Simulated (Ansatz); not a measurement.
Runs of Ansatz 0.2.0 on Al. It takes space group Fm-3m (No. 225, cubic). Conventional cell: a = 4.050 Å, b = 4.050 Å, c = 4.050 Å, α = 90.00°, β = 90.00°, γ = 90.00°. Al (site symmetry m-3m) is surrounded by 12 Al at 2.86 Å. 

| task | level | cell | cutoff (eV) | smearing | gap on the mesh (eV) | pressure (GPa) | relaxed volume (Å³/atom) |
| --- | --- | --- | --- | --- | --- | --- | --- |
| single point | PBE | as given | 130 | gaussian 0.027 eV | none | -0.5 | - |
| relaxation of cell and atoms | PBE+D3(BJ) | relaxed | - | fermi-dirac 0.05 eV | - | 0.0 | 15.82 |
| relaxation of cell and atoms | BLYP+D4 | relaxed | - | fermi-dirac 0.05 eV | - | 0.0 | (a) |
| density of states | LDA | as given | 131 | methfessel-paxton 0.2 eV | none | -3.6 | - |
| single point | PBE | as given | 130 | gaussian 0.024 eV | none | -0.5 | - |
| band structure | revPBE | as given | 130 | fermi-dirac 0.05 eV | - | 0.7 | - |

Alike in all rows: potentials or basis all-electron LAPW, scalar-relativistic; no spin polarisation; k mesh 11 × 11 × 11; basis error allowed 0.001 eV/atom.

Q: Fill in the values left out.

A: (a) 15.84.

A gap of «none» marks a metal or a gap under the smearing width.
